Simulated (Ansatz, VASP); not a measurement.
# Two plane-wave programs on SrO

```
CELL_PARAMETERS angstrom
0.00000 2.56119 2.56119
2.56119 0.00000 2.56119
2.56119 2.56119 0.00000
ATOMIC_POSITIONS crystal
Sr 0.50000 0.50000 0.50000
O 0.00000 0.00000 0.00000
```

Alike in both runs: functional PBEsol; k mesh 8 × 8 × 8; no spin polarisation.

Ansatz relaxed the structure, and its values are those at the end. VASP's run is a single point on that final structure, the one shown.

|  | VASP | Ansatz |
| --- | --- | --- |
| version | VASP 6.6.1 | Ansatz 0.2.0 |
| potentials or method | VASP PAW PBE potentials, release 64 (Sr_sv, O) | scalar-relativistic, plane waves, PAW |
| plane-wave cutoff (eV) | 520 | 420 |
| occupations | gaussian, width 0.01 eV | fixed |
| valence electrons in the cell | 16 | 16 |

```tsv
	VASP	Ansatz	Ansatz less VASP
gap on the k mesh at the Fermi level (eV)	3.15	3.20	+0.049
least direct gap on the mesh (eV)	3.23	3.26	+0.038
pressure (GPa)	0.6	0.0	-0.64
```

Caveats: the PAW data sets were made with another functional, which shifts forces and pressure a little (VASP). A k mesh can miss the band edges.
